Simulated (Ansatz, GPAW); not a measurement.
Given: the input of a run of Ansatz 0.2.0 on NbH2. 

Contents of input.yaml:

```yaml
crystal:
  lattice:
    - [0.0, 2.2815, 2.2815]
    - [2.2815, 0.0, 2.2815]
    - [2.2815, 2.2815, 0.0]
  atoms:
    - { symbol: Nb, position: [0.0, 0.0, 0.0] }
    - { symbol: H, position: [0.75, 0.75, 0.75] }
    - { symbol: H, position: [0.25, 0.25, 0.25] }
hamiltonian:
  xc: pbesol
  pseudopotentials: { kind: paw }
kpoints:
  mp_grid: { grid: [10, 10, 10] }
scf:
  occupations: { method: gaussian, width: 0.1 }
output:
  forces: true
  stress: true
  eigenvalues: true
  write_density: true
  write_potential: true
  elf: true
  volumetric_format: npy
```

Potentials or basis: Ansatz PAW.

Launch:

```bash
$ ansatz run input.yaml --threads 1 --pin off --max-ram 3584MiB --backend cpu --events-out ev --progress --plain --runs-dir out
```

Q: What does the same run look like in GPAW 26.7.0 (ASE script)? Potentials or basis there: PAW data sets generated for this functional, cutoff 600 eV.

A: As run (cutoffs and basis follow the program's own potentials, and thresholds, step limits or extra output files can differ):

run.py

```python
from ase.dft.bandgap import bandgap
from ase.io import read, write
from ase.units import Bohr, GPa
from gpaw import GPAW, PW, setup_paths
from gpaw.elf import elf_from_dft_calculation

setup_paths.insert(0, '.')

atoms = read('NbH2.xyz')

calc = GPAW(mode=PW(600),
            xc='PBEsol',
            kpts={'size': (10, 10, 10), 'gamma': True},
            occupations={'name': 'methfessel-paxton', 'order': 0, 'width': 0.1},
            nbands=18,
            convergence={'density': 1e-05, 'energy': 1e-05},
            maxiter=150,
            txt='gpaw.txt')
atoms.calc = calc
energy = atoms.get_potential_energy()
forces = atoms.get_forces()
stress = atoms.get_stress()
calc.write('gs.gpw')
write('result.traj', atoms)
print(f'Energy: {energy:.6f} eV')
print('Forces (eV/A):')
print(forces.round(4))
print('Stress (GPa):', (stress / GPa).round(3))
print('Fermi level:', round(calc.get_fermi_level(), 4), 'eV')
print(f'Gap: {bandgap(calc)[0]:.4f} eV, direct: {bandgap(calc, direct=True)[0]:.4f} eV')

# fields on the real-space grid
write('density.cube', atoms, data=calc.get_pseudo_density() * Bohr**3)
write('potential.cube', atoms, data=calc.get_electrostatic_potential())
write('elf.cube', atoms, data=elf_from_dft_calculation(calc).data)
```

The input NbH2.xyz:

```xyz
3
Lattice="0.0000000000 2.2815000000 2.2815000000 2.2815000000 0.0000000000 2.2815000000 2.2815000000 2.2815000000 0.0000000000" Properties=species:S:1:pos:R:3 pbc="T T T"
Nb     0.0000000000      0.0000000000      0.0000000000
H      3.4222500000      3.4222500000      3.4222500000
H      1.1407500000      1.1407500000      1.1407500000
```

Potentials or basis: PAW data sets generated in the run's folder for this functional, pw.

Launch:

```sh
$ gpaw-setup -f PBEsol H Nb
$ OMP_NUM_THREADS=1 python run.py
```

Both were run:

|  | Ansatz | GPAW |
| --- | --- | --- |
| Pressure | -5.4 GPa | -6.4 GPa |

Ansatz's pressure holds a Pulay term of +0.18 GPa for its cutoff of 420 eV, which the other run lacks.

Ansatz's potentials were made for PBE.

Where Ansatz's input types no cutoff or centring, it takes its own default and a Γ-centred mesh.

Pressure is positive in compression.
